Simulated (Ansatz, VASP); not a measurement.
**One calculation of Li, two programs**

```xyz
1
Lattice="-1.7158 1.7158 1.7158 1.7158 -1.7158 1.7158 1.7158 1.7158 -1.7158" Properties=species:S:1:pos:R:3 pbc="T T T"
Li    0.0000    0.0000    0.0000
```

Alike in both runs: task relaxation of cell and atoms; functional LDA; k mesh 16 × 16 × 16; occupations gaussian, width 0.1 eV; no spin polarisation.

|  | VASP | Ansatz |
| --- | --- | --- |
| version | VASP 6.6.1 | Ansatz 0.2.0 |
| potentials or method | VASP PAW LDA potentials, release 64 (Li_sv) | scalar-relativistic, plane waves, PAW |
| plane-wave cutoff (eV) | 600 | 420 |
| valence electrons in the cell | 3 | 3 |

|  | VASP | Ansatz | Ansatz less VASP |
| --- | --- | --- | --- |
| gap on the k mesh at the Fermi level, each at its own relaxed structure (eV) | none | none | - |
| relaxed volume (Å³/atom) | 18.78 | 18.98 | +0.194 |
| relaxed cell length with the largest relative difference (Å) | 2.900 | 2.910 | +0.0099 |
| energy change over the relaxation (meV/atom) | -4 | -3 | +1.3 |

A gap of «none» marks a metal or a gap that the smearing closes.

Caveats: the cutoff is under 1.25 times the usual one of these potentials, so pressure, stress and relaxed cells hold a basis-set (Pulay) error (VASP). LDA usually gives volumes a few per cent too small. Zero-point motion and thermal expansion aren't in these numbers.
